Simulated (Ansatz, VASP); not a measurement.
## One calculation of BaF2 (Frankdicksonite), two programs

File INCAR:

```
PREC = Accurate ; ENCUT = 520
EDIFF = 1E-7 ; ISMEAR = -1
SIGMA = 0.05 ; LREAL = F
LASPH = T ; NELM = 100
ALGO = Normal ; ISIF = 2
LWAVE = F ; LCHARG = F
GGA = PE ; NBANDS = 19
```

Contents of KPOINTS:

```
regular mesh
0
Gamma
  8 8 8
```

Contents of POSCAR:

```
BaF2
1.0
    0.0000000000      3.1608507301      3.1608507301
    3.1608507301      0.0000000000      3.1608507301
    3.1608507301      3.1608507301      0.0000000000
Ba F
1 2
Direct
    0.0000000000      0.0000000000      0.0000000000
    0.7500000000      0.7500000000      0.7500000000
    0.2500000000      0.2500000000      0.2500000000
```

File input.yaml:

```yaml
crystal:
  lattice:
    - [0.0, 3.1608507301, 3.1608507301]
    - [3.1608507301, 0.0, 3.1608507301]
    - [3.1608507301, 3.1608507301, 0.0]
  atoms:
    - { symbol: Ba, position: [0.0, 0.0, 0.0] }
    - { symbol: F, position: [0.75, 0.75, 0.75] }
    - { symbol: F, position: [0.25, 0.25, 0.25] }
hamiltonian:
  xc: pbe
  pseudopotentials: { kind: paw }
kpoints:
  mp_grid: { grid: [8, 8, 8] }
scf:
  occupations: { method: fermi_dirac, width: 0.05 }
output:
  forces: true
  stress: true
  eigenvalues: true
```

Change from the starting cell: volume scaled by 1.06.

Alike in both runs: task single point; functional PBE; k mesh 8 × 8 × 8; occupations fermi-dirac, width 0.05 eV; no spin polarisation.

|  | VASP | Ansatz |
| --- | --- | --- |
| version | VASP 6.6.1 | Ansatz 0.2.0 |
| potentials or method | VASP PAW PBE potentials, release 64 (Ba_sv, F) | Ansatz PAW |
| plane-wave cutoff (eV) | 520 | 420 |
| valence electrons in the cell | 24 | 24 |

Ansatz gave:

```
gap on the k mesh at the Fermi level (eV) : 6.57
least direct gap on the mesh (eV)         : 6.64
pressure (GPa)                            : -1.8
```

Problem. Estimate VASP's values.

Solution. gap on the k mesh at the Fermi level (eV): 6.51; least direct gap on the mesh (eV): 6.56; pressure (GPa): -1.0.

Caveats: spin-orbit coupling is left out, which moves the levels of the heavy elements; the pressure holds a Pulay correction of +0.4 GPa for the finite cutoff (Ansatz). A k mesh can miss the band edges.
